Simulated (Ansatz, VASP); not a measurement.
**Two plane-wave programs on GaSb3**

```
Ga Sb
1.0
     0.00000    3.58550    3.58550
     3.58550    0.00000    3.58550
     3.58550    3.58550    0.00000
Ga Sb
1 3
Direct
  0.00000 0.00000 0.00000
  0.25000 0.25000 0.25000
  0.75000 0.75000 0.75000
  0.50000 0.50000 0.50000
```

Alike in both runs: functional PBEsol; dispersion D3(BJ); k mesh 6 × 6 × 6; occupations gaussian, width 0.1 eV; no spin polarisation.

Ansatz relaxed the structure, and its values are those at the end. VASP's run is a single point on that final structure, the one shown.

|  | VASP | Ansatz |
| --- | --- | --- |
| version | VASP 6.6.1 | Ansatz 0.2.0 |
| potentials or method | VASP PAW PBE potentials, release 64 (Ga_d, Sb) | scalar-relativistic, plane waves, PAW |
| plane-wave cutoff (eV) | 520 | 420 |
| valence electrons in the cell | 28 | 58 |

```csv
,VASP,Ansatz,Ansatz less VASP
gap on the k mesh at the Fermi level (eV),none,none,-
pressure (GPa),0.0,0.0,-0.06
```

A gap of «none» marks a metal or a gap that the smearing closes. The two sets of potentials don't hold the same shells in valence.

Caveats: the PAW data sets were made with another functional, which shifts forces and pressure a little (VASP); pairwise dispersion overbinds metals, which lowers pressure and volume. Spin-orbit coupling is left out, which matters for the levels of Sb.
